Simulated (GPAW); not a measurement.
# Al (P-1) in GPAW: settings compared

The runs below take Al through optical spectrum, with AM05, PBEsol.

All numbers are computed with GPAW 26.7.0; they aren't measurements. Logs are shortened: lines on timing, memory, paths and dates and some standing lists are left out, and cuts for length are marked. The log counts tension as positive stress, the text compression.

**1. The cell of the first run**

The typed cell holds 1 atom: a = 2.824 Å, b = 2.645 Å, c = 2.800 Å, α = 110.77°, β = 108.30°, γ = 109.45°.

This isn't the form of Al at room conditions, which is fcc.

**2. Optical spectrum, AM05 (cell sheared at random, sigma 0.03, atoms nudged by 0.01 Å)**

Contents of run.py:

```python
from ase.dft.bandgap import bandgap
from ase.io import read, write
from gpaw import GPAW, PW, setup_paths
from gpaw.response.df import DielectricFunction

setup_paths.insert(0, '.')

atoms = read('Al.xyz')

calc = GPAW(mode=PW(400),
            xc='AM05',
            kpts={'size': (9, 10, 9), 'gamma': True},
            occupations={'name': 'fermi-dirac', 'width': 0.05},
            nbands=7,
            convergence={'density': 1e-06},
            maxiter=150,
            txt='gpaw.txt')
atoms.calc = calc
energy = atoms.get_potential_energy()
calc.write('gs.gpw')
write('result.traj', atoms)
print(f'Energy: {energy:.6f} eV')
print('Fermi level:', round(calc.get_fermi_level(), 4), 'eV')
print(f'Gap: {bandgap(calc)[0]:.4f} eV, direct: {bandgap(calc, direct=True)[0]:.4f} eV')

dense = calc.fixed_density(kpts={'size': (20, 22, 20), 'gamma': True},
                           nbands=18, convergence={'bands': 12, 'eigenstates': 1e-7},
                           update_fermi_level=True, txt='dense.txt')
dense.write('dense.gpw', mode='all')

df = DielectricFunction('dense.gpw', frequencies={'type': 'nonlinear', 'domega0': 0.05, 'omega2': 10},
                        eta=0.1, ecut=50, nbands=12, rate='eta', txt='df.txt')
for direction in ['x', 'y', 'z']:
    df.get_dielectric_function(xc='RPA', direction=direction, filename=f'df_{direction}.csv')
```

Contents of Al.xyz:

```xyz
1
Lattice="-1.5759003900 1.6569236100 1.6579838500 1.4794763400 -1.5976414500 1.5022776300 1.6144548200 1.6361958800 -1.5987016800" Properties=species:S:1:pos:R:3 pbc="T T T"
Al     0.0000000000      0.0000000000      0.0000000000
```

Potentials or basis: PAW data sets generated in the run's folder for this functional, pw.

Launch:

```console
gpaw-setup -f AM05 Al
OMP_NUM_THREADS=1 python run.py
```

gpaw.txt:

```text
__  _  _
 | _ |_)|_||  |
 |__||  | ||/\| - 26.7.0

Input parameters:
  mode=PW(ecut=400.0),
  convergence={'density': 1e-06},
  kpts=MonkhorstPack(size=(9, 10, 9), gamma=True),
  maxiter=150,
  nbands=7,
  occupations=Occupations(name='fermi-dirac', width=0.05),
  xc=XC(name='AM05')

Diagonalizing LCAO Hamiltonian
Converting LCAO to pw mode

       Al

Atoms  # Å, Bohr magnetons
|   | symbol |        x |        y |        z |    initial magnetic moments |
|---|--------|----------|----------|----------|-----------------------------|
| 0 |     Al | 0.000000 | 0.000000 | 0.000000 | ( 0.0000,  0.0000,  0.0000) |

Unit cell  # Å
| periodic |         x |         y |         z |  lengths |     angles |
|----------|-----------|-----------|-----------|----------|------------|
|      yes | -1.575900 |  1.656924 |  1.657984 | 2.824494 | 110.774947 |
|      yes |  1.479476 | -1.597641 |  1.502278 | 2.645401 | 108.304896 |
|      yes |  1.614455 |  1.636196 | -1.598702 | 2.799901 | 109.449141 |

Number of symmetries: 2
Symmetry operations  # r_c * U_cc + t_c -> r_c
|   | kind |            matrix            |
|---|------|------------------------------|
| 0 |  E   |  1, 0, 0,  0, 1, 0,  0, 0, 1 |
| 1 |  i   | -1, 0, 0,  0,-1, 0,  0, 0,-1 |

BZ-sampling:
  Number of BZ points: 810
  Number of IBZ points: 406

  Monkhorst-Pack size: [9, 10, 9]
  Monkhorst-Pack shift: [0.0, 0.05, 0.0]

K-points  # in reciprocal-cell coordinates
|     |                                coordinates |     weight |
|-----|--------------------------------------------|------------|
|   0 | (  0.00000000,   0.00000000,   0.00000000) | 0.00123457 |
|   1 | (  0.00000000,   0.00000000,   0.11111111) | 0.00246914 |
|   2 | (  0.00000000,   0.00000000,   0.22222222) | 0.00246914 |
|   3 | (  0.00000000,   0.00000000,   0.33333333) | 0.00246914 |
|   4 | (  0.00000000,   0.00000000,   0.44444444) | 0.00246914 |
|   5 | (  0.00000000,   0.10000000,  -0.44444444) | 0.00246914 |
|   6 | (  0.00000000,   0.10000000,  -0.33333333) | 0.00246914 |
|   7 | (  0.00000000,   0.10000000,  -0.22222222) | 0.00246914 |
|   8 | (  0.00000000,   0.10000000,  -0.11111111) | 0.00246914 |
|   9 | (  0.00000000,   0.10000000,   0.00000000) | 0.00246914 |
| ... |                                            |            |
| 405 | (  0.44444444,   0.50000000,   0.44444444) | 0.00246914 |

Plane wave coefficients: 301
Cutoff: 400.0 eV

Spin-components: 1 (collinear spins)
Bands:           7
Projectors:      5
Spin-degeneracy: 2
Datatype:        complex128

Parallelization:
  kpt:    1
  domain: 1
  band:   1

Density:
  Valence electrons: 3.0
  Components: 1
  Grid points: [14 14 14]
  Charge: 0.0  # |e|

Potential:
  Grid points: [14 14 14]

species:
  Al:
    name:    Aluminium
    Z:       13.0
    valence: 3
    core:    10
    charge:  0.0  # [|e|]
    compensation charges:
      type: gauss
      rc: 0.34  # [Å]
      lmax: 2
    cutoffs:
      filter: 1.91  # [Å]
      core: 2.36  # [Å]
    projectors
    | kind |    occ | energy [eV] | rcut [Å] |
    |------|--------|-------------|----------|
    |   3s |  2.000 |      -7.679 |    1.085 |
    |   3p |  1.000 |      -2.667 |    1.085 |
    |    s |        |      19.533 |    1.085 |
    |    p |        |      24.545 |    1.085 |
    |    d |        |       0.000 |    1.085 |

    Using partial waves for Al as LCAO basis

Reference energy: -6581.333770  # eV

eigensolver:
  PPCG
  Converge bands: occupied
  niter=2

density mixing:
  MSR1-Mixer
  Pratt-step length: 0.05
  Maximum mixing coefficient: 0.75
  Old densities: 10
  SVD Regularization: 0.005
  Good broyden scale: 1.0
  Trust region scale: 1.0
  Backstep threshold: 4.0
  History deletion threshold: 6.0
  Fourier metric: weight=20.0, sigma=0.015

occupation numbers:
  Fermi-Dirac:
    width: 0.0500  # eV

poisson solver:
  ecut: 3200.0  # eV

xc functional:
  name: AM05 with 2 nearest neighbor stencil

convergence criteria:
- Maximum integral of absolute [dens]ity change: 1e-06 electrons / valence electron
- Maximum [total energy] change in last 3 cyles: 0.0005 eV / valence electron
- Maximum integral of absolute [eigenst]ate change: 4e-08 eV^2 / valence electron
maximum number of iterations: 150

SCF iterations
|iter     | |      energy | eigst |  dens |
|---------|-|-------------|-------|-------|
|iter:   1| |   -3.868767 | -0.23 |       |
|iter:   2| |   -3.868013 | -3.38 | -0.97 |
|iter:   3| |   -3.860044 | -2.97 | -0.99 |
|iter:   4| |   -3.860472 | -3.58 | -1.58 |
|iter:   5| |   -3.860528c| -5.78 | -2.73 |
|iter:   6| |   -3.860540c| -6.37 | -3.14 |
|iter:   7| |   -3.860540c| -7.87c| -4.42 |
|iter:   8| |   -3.860540c| -8.27c| -4.89 |
|iter:   9| |   -3.860540c| -9.79c| -6.02c|

Converged in 9 steps
Energy contributions relative to reference atoms: (reference = -6581.333770)

Energy contributions:
  Kinetic:           5.109666
  Coulomb:          -2.826297
  Zero:             -0.009353
  External:          0.000000
  Xc:               -6.132992
  Entropy:          -0.003130
  Spinorbit:         0.000000
  ----------------------------
  Free energy:      -3.862105
  Extrapolated:     -3.860540

dipole moment: (-2.605449, -2.910008, -2.680159)  # |e|*Ang

Fermi level: 7.389
Eigenvalues  # (at kpt = [0.000, 0.000, 0.000])
| band index |      eig [eV] | occ [0-2] |
|------------|---------------|-----------|
|          0 |        -3.938 |     2.000 |
|          1 |        19.879 |     0.000 |
|          2 |        20.726 |     0.000 |
|          3 |        21.222 |     0.000 |
|          4 |        21.397 |     0.000 |
|          5 |        21.906 |     0.000 |
|          6 |        23.421 |     0.000 |

No gap
No difference between direct/indirect transitions
# Writing to gs.gpw (mode='')
```

It took 6.7 min on 1 thread of Arm Neoverse V1, shared host; peak memory 0.96 GiB.

Results:

| Item | Value |
| --- | --- |
| Free energy | -3.8621 eV |
| Band gap on the k mesh | none (metal or under the smearing width) |

Dielectric function (mean over the directions given):
| energy (eV) | real part | imaginary part |
| --- | --- | --- |
| 1.15 | -135.59 | 57.91 |
| 2.00 | -54.96 | 12.23 |
| 3.04 | -23.75 | 3.70 |
| 3.89 | -14.08 | 1.72 |
| 4.94 | -8.34 | 0.85 |
| 5.76 | -5.95 | 0.56 |
| 6.79 | -3.98 | 0.33 |
| 7.63 | -2.91 | 0.26 |
| 8.71 | -2.01 | 0.19 |
| 9.56 | -1.52 | 0.14 |
| 10.57 | -1.05 | 0.11 |
| 11.41 | -0.79 | 0.11 |
| 12.42 | -0.50 | 0.07 |
| 13.36 | -0.29 | 0.08 |
| 14.35 | -0.14 | 0.05 |
| 15.26 | 0.01 | 0.04 |
| 16.36 | 0.13 | 0.04 |
| 17.36 | 0.23 | 0.03 |
| 18.58 | 0.32 | 0.03 |
| 19.87 | 0.41 | 0.02 |

Caveat: the intraband term hangs on this k mesh; the long-wavelength limit can be off by a per cent or two; independent-particle spectra lack excitons.

**3. Optical spectrum, PBEsol (cell sheared at random, sigma 0.03, atoms nudged by 0.01 Å)**

run.py: that of step 2 with these lines changed.

```diff
@@ -10,3 +10,3 @@
 calc = GPAW(mode=PW(400),
-            xc='AM05',
+            xc='PBEsol',
             kpts={'size': (9, 10, 9), 'gamma': True},
```

Al.xyz is that of step 2.

Potentials or basis: PAW data sets generated in the run's folder for this functional, pw.

Launch:

```console
gpaw-setup -f PBEsol Al
OMP_NUM_THREADS=1 python run.py
```

gpaw.txt:

```text
__  _  _
 | _ |_)|_||  |
 |__||  | ||/\| - 26.7.0

Input parameters:
  mode=PW(ecut=400.0),
  convergence={'density': 1e-06},
  kpts=MonkhorstPack(size=(9, 10, 9), gamma=True),
  maxiter=150,
  nbands=7,
  occupations=Occupations(name='fermi-dirac', width=0.05),
  xc=XC(name='PBEsol')

Diagonalizing LCAO Hamiltonian
Converting LCAO to pw mode

       Al

Atoms  # Å, Bohr magnetons
|   | symbol |        x |        y |        z |    initial magnetic moments |
|---|--------|----------|----------|----------|-----------------------------|
| 0 |     Al | 0.000000 | 0.000000 | 0.000000 | ( 0.0000,  0.0000,  0.0000) |

Unit cell  # Å
| periodic |         x |         y |         z |  lengths |     angles |
|----------|-----------|-----------|-----------|----------|------------|
|      yes | -1.575900 |  1.656924 |  1.657984 | 2.824494 | 110.774947 |
|      yes |  1.479476 | -1.597641 |  1.502278 | 2.645401 | 108.304896 |
|      yes |  1.614455 |  1.636196 | -1.598702 | 2.799901 | 109.449141 |
[... 111 lines left out ...]
- Maximum integral of absolute [eigenst]ate change: 4e-08 eV^2 / valence electron
maximum number of iterations: 150

SCF iterations
|iter     | |      energy | eigst |  dens |
|---------|-|-------------|-------|-------|
|iter:   1| |   -3.970673 | -0.23 |       |
|iter:   2| |   -3.970411 | -3.38 | -0.99 |
|iter:   3| |   -3.965979 | -3.17 | -1.01 |
|iter:   4| |   -3.966161 | -3.89 | -1.58 |
|iter:   5| |   -3.966180c| -5.95 | -2.84 |
|iter:   6| |   -3.966183c| -6.55 | -3.25 |
|iter:   7| |   -3.966183c| -8.61c| -4.70 |
|iter:   8| |   -3.966183c| -9.56c| -5.25 |
|iter:   9| |   -3.966183c|-10.29c| -6.19c|

Converged in 9 steps
Energy contributions relative to reference atoms: (reference = -6590.127727)

Energy contributions:
  Kinetic:           5.590194
  Coulomb:          -3.281782
  Zero:             -0.007719
  External:          0.000000
  Xc:               -6.265296
  Entropy:          -0.003161
  Spinorbit:         0.000000
  ----------------------------
  Free energy:      -3.967764
  Extrapolated:     -3.966183

dipole moment: (-2.609498, -2.914530, -2.684324)  # |e|*Ang

Fermi level: 7.373
Eigenvalues  # (at kpt = [0.000, 0.000, 0.000])
| band index |      eig [eV] | occ [0-2] |
|------------|---------------|-----------|
|          0 |        -3.957 |     2.000 |
|          1 |        19.837 |     0.000 |
|          2 |        20.696 |     0.000 |
|          3 |        21.195 |     0.000 |
|          4 |        21.331 |     0.000 |
|          5 |        21.832 |     0.000 |
|          6 |        23.356 |     0.000 |

No gap
No difference between direct/indirect transitions
# Writing to gs.gpw (mode='')
```

stdout:

```text
Energy: -3.966183 eV
Fermi level: 7.3733 eV
Gap: 0.0000 eV, direct: 0.0000 eV
```

df.txt:

```text
NonLinearFrequencyDescriptor(from 0.000 to 50.180 eV, 327 points)
NonLinearFrequencyDescriptor(from 0.000 to 50.180 eV, 327 points)

Calculating chi0 body with:
    Ground state adapter containing:
    Number of spins: 1
    Number of kpoints: 8800
    Number of irreducible kpoints: 4404
    Number of completely occupied states: 0
    Number of partially occupied states: 3

    Linear response parametrization:
    q_c: [0.0, 0.0, 0.0]
    Number of frequency points: 327
[... 43 lines left out ...]
    Number of kpoints: 8800
    Number of irreducible kpoints: 4404
    Number of completely occupied states: 0
    Number of partially occupied states: 3

Symmetries of q_c:
    Direct symmetries (Uq -> q): 2
    Indirect symmetries (TUq -> q): 0
In total 2 allowed symmetries.

Integral kind: intraband
Plasma frequency:
[[13.34-0.j    0.  -2.18j  0.  +2.3j ]
 [ 0.  -2.18j 13.6 +0.j    2.98+0.j  ]
 [ 0.  +2.3j   2.98+0.j   13.13+0.j  ]]

Finished calculating chi0
```

Wall time 6.6 min (1 thread of Arm Neoverse V1, shared host); peak memory 0.96 GiB.

What came out:

```yaml
Free_energy: -3.9678 eV
Band_gap_on_the_k_mesh: none (metal or under the smearing width)
```

Dielectric function (mean over the directions given):
```csv
energy (eV),real part,imaginary part
1.15,-137.49,56.80
2.00,-55.17,11.54
3.04,-23.84,3.48
3.89,-14.09,1.65
4.94,-8.34,0.83
5.76,-5.95,0.54
6.79,-3.98,0.31
7.63,-2.91,0.26
8.71,-2.01,0.19
9.56,-1.52,0.13
10.57,-1.05,0.11
11.41,-0.79,0.11
12.42,-0.50,0.07
13.36,-0.29,0.08
14.35,-0.14,0.05
15.26,0.01,0.04
16.36,0.13,0.04
17.36,0.23,0.03
18.58,0.32,0.03
19.87,0.41,0.02
```

Caveat: the intraband term hangs on this k mesh; the long-wavelength limit can be off by a per cent or two; independent-particle spectra lack excitons.
